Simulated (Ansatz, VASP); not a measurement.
## Sb in VASP and in Ansatz

```
CELL_PARAMETERS angstrom
-1.90260 1.90260 1.90260
1.90260 -1.90260 1.90260
1.90260 1.90260 -1.90260
ATOMIC_POSITIONS crystal
Sb 0.00000 0.00000 0.00000
```

Alike in both runs: task single point; functional BLYP; k mesh 13 × 13 × 13; occupations fermi-dirac, width 0.1 eV; no spin polarisation.

|  | VASP | Ansatz |
| --- | --- | --- |
| version | VASP 6.6.1 | Ansatz 0.2.0 |
| potentials or method | VASP PAW PBE potentials, release 64 (Sb) | plane waves (420 eV) with PAW, scalar-relativistic |
| plane-wave cutoff (eV) | 520 | 420 |
| valence electrons in the cell | 5 | 15 |

|  | VASP | Ansatz | Ansatz less VASP |
| --- | --- | --- | --- |
| pressure (GPa) | 5.0 | 4.8 | -0.18 |

The two sets of potentials don't hold the same shells in valence.

Caveats: the PAW data sets were made with another functional, which shifts forces and pressure a little (VASP). Spin-orbit coupling is left out, which matters for the levels of Sb.
